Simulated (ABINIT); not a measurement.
GaN:

```
CELL_PARAMETERS angstrom
0.00000 2.25350 2.25350
2.25350 0.00000 2.25350
2.25350 2.25350 0.00000
ATOMIC_POSITIONS crystal
Ga 0.00000 0.00000 0.00000
N 0.25000 0.25000 0.25000
```

The cell is a database's computed one.

Base run:

- Program: ABINIT 10.8.3 (patched build)
- Functional: HCTH407
- Potentials or basis: JTH PAW PBE v2.0
- Cutoff: 680 eV
- k mesh: 10 × 10 × 10
- Occupations: fermi-dirac, width 0.05 eV
- Spin: no spin polarisation

Its results: band gap on the k mesh 2.02 eV, direct.

The run is repeated on the same cell with these changes: functional from HCTH407 to revPBE. What comes out?

Band gap on the k mesh 1.73 eV, direct.

